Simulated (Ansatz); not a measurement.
Elastic constants of MgO at 15 GPa (stress–strain coefficients): input and output

These are results of DFT LDA, scalar-relativistic, plane waves, PAW in Ansatz 0.2.0, not measurements.

Launched with:
```bash
ansatz run input.yaml --threads 1 --pin off --max-ram 3072MiB --backend cpu --events-out ev --progress --plain --runs-dir out
```

Input (bare energies are in eV):
```yaml
crystal:
  lattice:
    - [3.3465343572, 0.0, 0.0]
    - [-1.6732671786, 2.898183768, 0.0]
    - [0.0, 0.0, 4.0279805835]
  atoms:
    - { symbol: Mg, position: [0.6666666667, 0.3333333333, 0.75] }
    - { symbol: Mg, position: [0.3333333333, 0.6666666667, 0.25] }
    - { symbol: O, position: [0.6666666667, 0.3333333333, 0.25] }
    - { symbol: O, position: [0.3333333333, 0.6666666667, 0.75] }
basis:
  ecutwfc: 420
kpoints:
  mp_grid: { grid: [12, 12, 6] }
hamiltonian:
  xc: lda
scf:
  occupations: { method: fixed }
output:
  forces: true
  stress: true
  eigenvalues: true
elastic:
  mode: relaxed_ion
  stencil: two_point
```

From the output:
```
--- Elastic constants: 3 strain directions × 2 members + reference (group order 24) ---
  dense FFT box of the reference and of every strained cell: 24×24×27
  strains applied: 11, 33, 23; error gains: componentwise 1.00 (the most a stress slope's error grows in a printed constant), spectral 1.41 (1 for all six strains in a standard setting)
  C = ∂σ_k/∂η_j (tension-positive GPa; Voigt order 11 22 33 23 13 12):
       258.852    229.818    102.092      0.000      0.000     -0.000
       229.818    258.852    102.092     -0.000     -0.000     -0.000
       102.166    102.166    419.637      0.000      0.000     -0.000
         0.000     -0.000     -0.000    128.779      0.000     -0.000
        -0.000      0.000      0.000      0.000    128.779     -0.000
        -0.000     -0.000      0.000     -0.000     -0.000     14.517
  reference stress σ⁰ (GPa):    -14.990    -14.990    -14.997     -0.000      0.000     -0.000
  C* (energy form; C + prestress term) asymmetry max|C*_kj − C*_jk| = 6.793e-2 GPa — a small one proves nothing (zero by symmetry where the batch's group is 432, −43m or m−3m); a large one is finite-difference/SCF noise where every solve ...
  moduli (Voigt/Reuss/Hill, GPa): K = 200.61/200.35/200.48   G = 87.97/31.28/59.62   E = 162.74   ν = 0.365
  mechanically stable: yes (min eigenvalue of sym C = 14.52 GPa)
  strain η (Voigt 11):  stress-route row diagonal C_11 = 258.85 GPa, energy-path curvature d²(F+E_count+ΔE)/dδ²/Ω₀ = 259.01 GPa
         δ    σ_11 (GPa) F (eV) n_scf n_hpsi n_pw
    -2.000e-3     -15.5103       -4919.6535844       2   28994    782   relax 4 steps, max|allowed force component| 4.21e-5 eV/Å
     2.000e-3     -14.4749       -4919.6682603       2   28935    790   relax 3 steps, max|allowed force component| 3.95e-6 eV/Å
  strain η (Voigt 33):  stress-route row diagonal C_33 = 419.64 GPa, energy-path curvature d²(F+E_count+ΔE)/dδ²/Ω₀ = 419.71 GPa
         δ    σ_33 (GPa) F (eV) n_scf n_hpsi n_pw
    -2.000e-3     -15.8453       -4919.6535209       8   27307    782   relax 0 steps, max|allowed force component| 2.22e-16 eV/Å
     2.000e-3     -14.1668       -4919.6682431       6   25345    794   relax 0 steps, max|allowed force component| 3.70e-17 eV/Å
  strain η (Voigt 23):  stress-route row diagonal C_44 = 128.78 GPa, energy-path curvature d²(F+E_count+ΔE)/dδ²/Ω₀ = 136.45 GPa
         δ    σ_23 (GPa) F (eV) n_scf n_hpsi n_pw
    -2.000e-3      -0.2576       -4919.6609794       2   40833    784   relax 1 steps, max|allowed force component| 3.73e-5 eV/Å
     2.000e-3       0.2576       -4919.6609794       2   40919    784   relax 1 steps, max|allowed force component| 3.73e-5 eV/Å
```

The run took 58 s on 1 thread of Intel(R) Xeon(R) Platinum 8488C (Sapphire Rapids), on a shared host, peak memory 0.49 GiB.

This form isn't the usual stable structure of the compound at low pressure.